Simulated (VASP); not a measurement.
# Rb (Fm-3m) in VASP: further runs

One crystal, Rb, is run at these levels: r2SCAN; tasks: single point.

Program: VASP 6.6.1. These are calculated values, not measurements. Logs are shortened: lines on timing, memory, paths and dates and some standing lists are left out, and cuts for length are marked.

## 1. Starting point

The structure is cubic, space group Fm-3m (No. 225). The conventional cell has a = 7.280 Å, b = 7.280 Å, c = 7.280 Å, α = 90.00°, β = 90.00°, γ = 90.00°.

This isn't the form of Rb at room conditions, which is bcc.

## 2. Single point, r2SCAN

The input, INCAR:

```
  PREC = Accurate
  ENCUT = 450
  EDIFF = 1E-6
  ISMEAR = -1
  SIGMA = 0.15
  LREAL = F
  LASPH = T
  NELM = 100
  ALGO = Normal
  ISIF = 2
  LWAVE = F
  LCHARG = F
  METAGGA = R2SCAN
  LMIXTAU = T
  ADDGRID = F
```

The input, KPOINTS:

```
Automatic mesh
0
Gamma
  3 3 3
```

The input, POSCAR:

```
Rb
1.0
    0.0790870000      3.6559800000      3.6130310000
    3.6559400000      0.0406780000      3.6514400000
    3.6810400000      3.7194890000      0.0155780000
Rb
1
Direct
   -0.0191540000      0.0033960000      0.0084760000
```

Potentials or basis: VASP PAW PBE potentials, release 64 (Rb_sv).

Started as:

```console
> cat potpaw_PBE.64/Rb_sv/POTCAR > POTCAR
> mpirun -np 1 vasp_std > vasp.out
```

OUTCAR:

```text
PREC = Accurate
   ENCUT = 450
   EDIFF = 1E-6
   ISMEAR = -1
   LREAL = F
   LASPH = T
   NELM = 100
   ISIF = 2
   METAGGA = R2SCAN

 Found     14 irreducible k-points:

 Following reciprocal coordinates:
            Coordinates               Weight
  0.000000  0.000000  0.000000      1.000000
  0.333333 -0.000000  0.000000      2.000000
  0.000000  0.333333  0.000000      2.000000
  0.333333  0.333333  0.000000      2.000000
 -0.333333  0.333333  0.000000      2.000000
  0.000000  0.000000  0.333333      2.000000
   k-points           NKPTS =     14   k-points in BZ     NKDIM =     14   number of bands    NBANDS=      8
   number of dos      NEDOS =    301   number of ions     NIONS =      1
   total plane-waves  NPLWV =  46656
   dimension x,y,z NGX =    36 NGY =   36 NGZ =   36
   dimension x,y,z NGXF=    72 NGYF=   72 NGZF=   72
   ions per type =               1
   NGX,Y,Z   is equivalent  to a cutoff of  11.64, 11.58, 11.44 a.u.
   NGXF,Y,Z  is equivalent  to a cutoff of  23.28, 23.16, 22.87 a.u.
 SYSTEM =  unknown system
   PREC   = accura    normal or accurate (medium, high low for compatibility)
   ISTART =      0    job   : 0-new  1-cont  2-samecut
   ICHARG =      2    charge: 1-file 2-atom 10-const
   ISPIN  =      1    spin polarized calculation?
   LNONCOLLINEAR =      F non collinear calculations
   LSORBIT =      F    spin-orbit coupling
   LASPH  =      T    aspherical Exc in radial PAW
   ENCUT  =  450.0 eV  33.07 Ry    5.75 a.u.   8.89  8.94  9.05*2*pi/ulx,y,z
   NELM   =    100;   NELMIN=  2; NELMDL= -5     # of ELM steps
   EDIFF  = 0.1E-05   stopping-criterion for ELM
   LREAL  =      F    real-space projection
   EDIFFG = 0.1E-04   stopping-criterion for IOM
   NSW    =      0    number of steps for IOM
   IBRION =     -1    ionic relax: 0-MD 1-quasi-New 2-CG
   NFREE  =      0    steps in history (QN), initial steepest desc. (CG)
   ISIF   =      2    stress and relaxation
   ISYM   =      2    0-nonsym 1-usesym 2-fastsym
   POTIM  = 0.5000    time-step for ionic-motion
   TEBEG  =    0.0;   TEEND  =   0.0 temperature during run
   PSTRESS=    0.0 pullay stress
   NELECT =       9.0000    total number of electrons
   NUPDOWN=      -1.0000    fix difference up-down
   EMIN   =  10.00;   EMAX   =-10.00  energy-range for DOS
   EFERMI =   0.00;   METHOD = LEGACY
   ISMEAR =    -1;   SIGMA  =   0.15  broadening in eV -4-tet -1-fermi 0-gaus
   EFERMI_NEDOS =   21; number of points for ismear=-14 and -15
   IALGO  =     38    algorithm
   IMIX   =      4    mixing-type and parameters
     AMIX     =   0.40;   BMIX     =  1.00
     AMIX_MAG =   1.60;   BMIX_MAG =  1.00
  volume/ion in A,a.u.               =      96.45       650.86
  Fermi-wavevector in a.u.,A,eV,Ry     =   0.742548  1.403213  7.501953  0.551378
  Thomas-Fermi vector in A             =   1.837453
   LORBIT       =      0    0 simple, 1 ext, 2 COOP (PROOUT), +10 PAW based schemes
   METAGGA = R2SCAN    functional components
   LHFCALC =     F    Hartree Fock is set to
   AEXX    =    0.0000 exact exchange contribution
   IVDW    =     0    specifies the selected vdW correction
   LEPSILON=     F    determine dielectric tensor
   LRPA    =     F    only Hartree local field effects (RPA)
 non-spin polarized calculation
  energy-cutoff  :      450.00
  volume of cell :       96.45
 maximum number of plane-waves:      2113
   NGX = 17   NGY = 17   NGZ = 19

 number of electron       9.0000000 magnetization

 Free energy of the ion-electron system (eV)
  ---------------------------------------------------
  ext. energy  EPLUGINS =         0.00000000
  ---------------------------------------------------
  free energy    TOTEN  =       -14.01975393 eV

  energy without entropy =      -13.97327886  energy(sigma->0) =      -13.99651639

 E-fermi :  -0.3583     XC(G=0):  -5.5838

 val. band max:       -0.5389700834   @ k =   0.3333   0.3333   0.0000
 cond. band min:       0.6139386620   @ k =  -0.3333  -0.3333   0.3333
 fundamental gap:      1.1529087454
 Fermi energy:        -0.3582564447

 k-point     1 :       0.0000    0.0000    0.0000
  band No.  band energies     occupation
      1     -30.1664      2.00000
      2     -13.6604      2.00000
      3     -13.6603      2.00000
      4     -13.6603      2.00000
      5      -2.0795      1.99998
      6       3.7753      0.00000
      7       3.8783      0.00000
      8       4.0278      0.00000

 k-point     2 :       0.3333   -0.0000    0.0000
  band No.  band energies     occupation
      1     -30.1638      2.00000
      2     -13.7245      2.00000
      3     -13.6703      2.00000
      4     -13.6690      2.00000
      5      -0.8684      1.93549
      6       1.8290      0.00000
      7       3.6959      0.00000
      8       3.8216      0.00000

 k-point     3 :       0.0000    0.3333    0.0000
  band No.  band energies     occupation
      1     -30.1640      2.00000
      2     -13.7216      2.00000
      3     -13.6691      2.00000
      4     -13.6679      2.00000
      5      -0.9011      1.94778
      6       1.7520      0.00000
      7       3.6804      0.00000
      8       3.9296      0.00000

 k-point     4 :       0.3333    0.3333    0.0000
  band No.  band energies     occupation
      1     -30.1632      2.00000
      2     -13.7180      2.00000
      3     -13.6837      2.00000
      4     -13.6811      2.00000
      5      -0.5390      1.53874
      6       2.2444      0.00000
      7       2.5215      0.00000
      8       4.1151      0.00000

 k-point     5 :      -0.3333    0.3333    0.0000
  band No.  band energies     occupation
      1     -30.1623      2.00000
      2     -13.7182      2.00000
      3     -13.7124      2.00000
      4     -13.6803      2.00000
      5       0.7462      0.00127
      6       1.5312      0.00001
      7       1.5869      0.00000
      8       3.9306      0.00000

 k-point     6 :       0.0000    0.0000    0.3333
  band No.  band energies     occupation
      1     -30.1642      2.00000
      2     -13.7198      2.00000
      3     -13.6691      2.00000
      4     -13.6667      2.00000
      5      -0.9214      1.95424
      6       1.7038      0.00000
      7       3.7628      0.00000
      8       3.8999      0.00000

 [... further k-points ...]

------------------------ aborting loop because EDIFF is reached ----------------------------------------

  FORCE on cell =-STRESS in cart. coord.  units (eV):
  Direction    XX          YY          ZZ          XY          YZ          ZX
  --------------------------------------------------------------------------------------
  -------------------------------------------------------------------------------------
  Total       -0.0493889     -0.0535584     -0.0507403     -0.0511207      0.0103053     -0.0269851
  in kB       -0.8204397     -0.8897036     -0.8428893     -0.8492092      0.1711899     -0.4482716
  external PRESSURE =      -0.8510109 kB  Pullay stress =       0.0000000 kB

 VOLUME and BASIS-vectors are now :
 -----------------------------------------------------------------------------
  energy-cutoff  :      450.00
  volume of cell :       96.45
      direct lattice vectors                 reciprocal lattice vectors
     0.079087000  3.655980000  3.613031000    -0.140810279  0.138770703  0.139437870
     3.655940000  0.040678000  3.651440000     0.138745112 -0.137882505  0.136484505
     3.681040000  3.719489000  0.015578000     0.136888613  0.133960839 -0.138549672

 POSITION                                       TOTAL-FORCE (eV/Angst)
 -----------------------------------------------------------------------------------
      0.12119      3.61762      3.55636         0.000000     -0.000000     -0.000000
 -----------------------------------------------------------------------------------
    total drift:                                0.000000      0.000000     -0.000000

  FREE ENERGIE OF THE ION-ELECTRON SYSTEM (eV)
  ---------------------------------------------------
  free  energy   TOTEN  =       -14.0197539294 eV

  energy  without entropy=      -13.9732788576  energy(sigma->0) =      -13.99651639
```

stdout:

```text
POSCAR found type information on POSCAR Rb
 POSCAR found :  1 types and       1 ions
 scaLAPACK will be used
 -----------------------------------------------------------------------------
|                                                                             |
|                                                                             |
|     You enforced a specific xc type in the INCAR file but a different       |
|     I HOPE YOU KNOW WHAT YOU ARE DOING!                                     |
|                                                                             |
 -----------------------------------------------------------------------------

 LDA part: xc-table for (None), standard interpolation
 POSCAR, INCAR and KPOINTS ok, starting setup
 FFT: planning ... GRIDC
 FFT: planning ... GRID_SOFT
 FFT: planning ... GRID
 WAVECAR not read
 entering main loop
```

It took 40 s on 1 thread of Intel Xeon 6975P-C (Granite Rapids), shared host; peak memory 0.21 GiB.

These settings aren't checked as converged: the numbers below hold their error.

Results:

```yaml
Free_energy: -14.0198 eV
Pressure: -0.1 GPa
Band_gap_on_the_k_mesh: none (metal or under the smearing width)
```

Caveat: the k mesh is coarse (spacing up to 0.51 Å⁻¹), so the values aren't converged; the PAW data sets were made with another functional, which shifts forces and pressure a little.

## 3. Single point, r2SCAN

INCAR: that of step 2 with these lines changed.

```diff
@@ -1,3 +1,3 @@
   PREC = Accurate
-  ENCUT = 450
+  ENCUT = 300
   EDIFF = 1E-6
```

The input, KPOINTS:

```
Automatic mesh
0
Gamma
  4 4 4
```

The input, POSCAR:

```
Rb
1.0
    0.0000000000      3.6398846700      3.6398846700
    3.6398846700      0.0000000000      3.6398846700
    3.6398846700      3.6398846700      0.0000000000
Rb
1
Direct
    0.0000000000      0.0000000000      0.0000000000
```

Potentials or basis: VASP PAW PBE potentials, release 64 (Rb_sv).

Started as:

```console
> cat potpaw_PBE.64/Rb_sv/POTCAR > POTCAR
> mpirun -np 1 vasp_std > vasp.out
```

OUTCAR:

```text
PREC = Accurate
   ENCUT = 300
   EDIFF = 1E-6
   ISMEAR = -1
   LREAL = F
   LASPH = T
   NELM = 100
   ISIF = 2
   METAGGA = R2SCAN

 Found      8 irreducible k-points:

 Following reciprocal coordinates:
            Coordinates               Weight
  0.000000  0.000000  0.000000      1.000000
  0.250000  0.000000  0.000000      8.000000
  0.500000  0.000000  0.000000      4.000000
  0.250000  0.250000  0.000000      6.000000
  0.500000  0.250000  0.000000     24.000000
 -0.250000  0.250000  0.000000     12.000000
   k-points           NKPTS =      8   k-points in BZ     NKDIM =      8   number of bands    NBANDS=      8
   number of dos      NEDOS =    301   number of ions     NIONS =      1
   total plane-waves  NPLWV =  27000
   dimension x,y,z NGX =    30 NGY =   30 NGZ =   30
   dimension x,y,z NGXF=    60 NGYF=   60 NGZF=   60
   ions per type =               1
   NGX,Y,Z   is equivalent  to a cutoff of   9.69,  9.69,  9.69 a.u.
   NGXF,Y,Z  is equivalent  to a cutoff of  19.38, 19.38, 19.38 a.u.
 SYSTEM =  unknown system
   PREC   = accura    normal or accurate (medium, high low for compatibility)
   ISTART =      0    job   : 0-new  1-cont  2-samecut
   ICHARG =      2    charge: 1-file 2-atom 10-const
   ISPIN  =      1    spin polarized calculation?
   LNONCOLLINEAR =      F non collinear calculations
   LSORBIT =      F    spin-orbit coupling
[... 59 lines left out ...]
 k-point     1 :       0.0000    0.0000    0.0000
  band No.  band energies     occupation
      1     -30.1608      2.00000
      2     -13.6565      2.00000
      3     -13.6565      2.00000
      4     -13.6565      2.00000
      5      -2.0783      2.00000
      6       3.9005      0.00000
      7       3.9005      0.00000
      8       3.9005      0.00000
[... 45 lines left out ...]
 k-point     6 :      -0.2500    0.2500    0.0000
  band No.  band energies     occupation
      1     -30.1577      2.00000
      2     -13.7136      2.00000
      3     -13.6897      2.00000
      4     -13.6673      2.00000
      5      -0.3665      1.82246
      6       1.9178      0.00000
      7       2.3216      0.00000
      8       4.0562      0.00000

 [... further k-points ...]

------------------------ aborting loop because EDIFF is reached ----------------------------------------

  FORCE on cell =-STRESS in cart. coord.  units (eV):
  Direction    XX          YY          ZZ          XY          YZ          ZX
  --------------------------------------------------------------------------------------
  -------------------------------------------------------------------------------------
  Total       -0.0037407     -0.0037407     -0.0037407      0.0000000     -0.0000000      0.0000000
  in kB       -0.0621405     -0.0621405     -0.0621405      0.0000000     -0.0000000      0.0000000
  external PRESSURE =      -0.0621405 kB  Pullay stress =       0.0000000 kB

 VOLUME and BASIS-vectors are now :
 -----------------------------------------------------------------------------
  energy-cutoff  :      300.00
  volume of cell :       96.45
      direct lattice vectors                 reciprocal lattice vectors
     0.000000000  3.639884670  3.639884670    -0.137366990  0.137366990  0.137366990
     3.639884670  0.000000000  3.639884670     0.137366990 -0.137366990  0.137366990
     3.639884670  3.639884670  0.000000000     0.137366990  0.137366990 -0.137366990

 POSITION                                       TOTAL-FORCE (eV/Angst)
 -----------------------------------------------------------------------------------
      0.00000      0.00000      0.00000        -0.000000     -0.000000     -0.000000
 -----------------------------------------------------------------------------------
    total drift:                               -0.000000     -0.000000      0.000000

  FREE ENERGIE OF THE ION-ELECTRON SYSTEM (eV)
  ---------------------------------------------------
  free  energy   TOTEN  =       -13.9184478841 eV

  energy  without entropy=      -13.8300886817  energy(sigma->0) =      -13.87426828
```

OSZICAR:

```text
N       E                     dE             d eps       ncg     rms          rms(c)
DAV:   1     0.288349158435E+02    0.28835E+02   -0.28293E+03   128   0.557E+02
DAV:   2    -0.139573108924E+02   -0.42792E+02   -0.42692E+02   128   0.138E+02
DAV:   3    -0.169423866120E+02   -0.29851E+01   -0.29841E+01   176   0.391E+01
[... 33 lines left out ...]
DAV:  37    -0.139184269957E+02    0.16767E-04   -0.95661E-06   128   0.319E-02    0.123E-02
DAV:  38    -0.139184392205E+02   -0.12225E-04   -0.75990E-06   128   0.313E-02    0.829E-03
DAV:  39    -0.139184405775E+02   -0.13570E-05   -0.76136E-06   128   0.298E-02    0.590E-03
DAV:  40    -0.139184481770E+02   -0.75995E-05   -0.82334E-06   128   0.290E-02    0.286E-03
DAV:  41    -0.139184478841E+02    0.29290E-06   -0.20870E-06   128   0.116E-02
   1 F= -.13918448E+02 E0= -.13874268E+02  d E =-.883592E-01
```

Run time: 26 s. Hardware: 1 thread of Intel Xeon 6975P-C (Granite Rapids), shared host; peak memory 0.16 GiB.

These settings aren't checked as converged: the numbers below hold their error.

Results:

- Free energy: -13.9184 eV
- Pressure: 0.0 GPa
- Band gap on the k mesh: none (metal or under the smearing width)

Caveat: the k mesh is coarse (spacing up to 0.37 Å⁻¹), so the values aren't converged; the PAW data sets were made with another functional, which shifts forces and pressure a little.

## 4. Single point, r2SCAN

INCAR is that of step 3.

KPOINTS is that of step 3.

The input, POSCAR:

```
Rb
1.0
    0.0790870000      3.6559800000      3.6130310000
    3.6559400000      0.0406780000      3.6514400000
    3.6810400000      3.7194890000      0.0155780000
Rb
1
Direct
   -0.0191540000      0.0033960000      0.0084760000
```

Started as:

```console
> cat potpaw_PBE.64/Rb_sv/POTCAR > POTCAR
> mpirun -np 1 vasp_std > vasp.out
```

Run time: 63 s. Hardware: 1 thread of Intel Xeon 6975P-C (Granite Rapids), shared host; peak memory 0.17 GiB.

These settings aren't checked as converged: the numbers below hold their error.

Results:

```yaml
Free_energy: -13.9180 eV
Pressure: 0.0 GPa
Band_gap_on_the_k_mesh: none (metal or under the smearing width)
```

Caveat: the k mesh is coarse (spacing up to 0.38 Å⁻¹), so the values aren't converged; the PAW data sets were made with another functional, which shifts forces and pressure a little.

## 5. The reference run

An earlier run on the cell as given: functional PBE; potentials or basis VASP PAW PBE potentials, release 64 (Rb_sv); cutoff 520 eV; k mesh 6 × 6 × 6; occupations fermi-dirac, width 0.05 eV; no spin polarisation.

* Pressure: -0.1 GPa
* Band gap on the k mesh: none (metal or under the smearing width)
